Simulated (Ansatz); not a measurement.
# Structure optimisation: indium, body-centred tetragonal

Method: Ansatz, DFT, r2SCAN, plane waves (500 eV) with PAW, scalar-relativistic. The PAW files were generated under PBE, with cores re-solved for the functional.

k-point mesh 12×12×14, Fermi-Dirac smearing 0.1 eV, no spin polarisation. Cell and atoms relax.

Starting structure:

```yaml
crystal:
  lattice:
    - [-1.62547, 1.62547, 2.4737]
    - [1.62547, -1.62547, 2.4737]
    - [1.62547, 1.62547, -2.4737]
  atoms:
    - { symbol: In, position: [0.0, 0.0, 0.0] }
hamiltonian:
  xc: r2scan
  pseudopotentials:
    kind: paw
    azcp:
      In: "pseudopotentials/In.paw.azcp"
basis:
  ecutwfc: 500
  fft_grid_basis: typed
kpoints:
  mp_grid: { grid: [12, 12, 14], shift: [0, 0, 0] }
magnetization:
  spin_polarized: false
scf:
  occupations: { method: fermi_dirac, width: 0.1 }
relax:
  max_steps: 60
  f_tol: 0.01
  cell: {}
```

Task: What cell does the relaxation end in?

Result: C2/m with a = 4.492 Å, b = 4.639 Å, c = 3.339 Å, β = 130.88°; 26.30 Å³ per atom against 26.14 at the start (0.6 %).

The cell has left the body-centred tetragonal structure type; it ends in C2/m.

Task: How much energy does the relaxation gain?

Result: 2.5 meV per atom.

The k-point mesh keeps fewer symmetry operations than the starting structure has, so the cell can leave it.
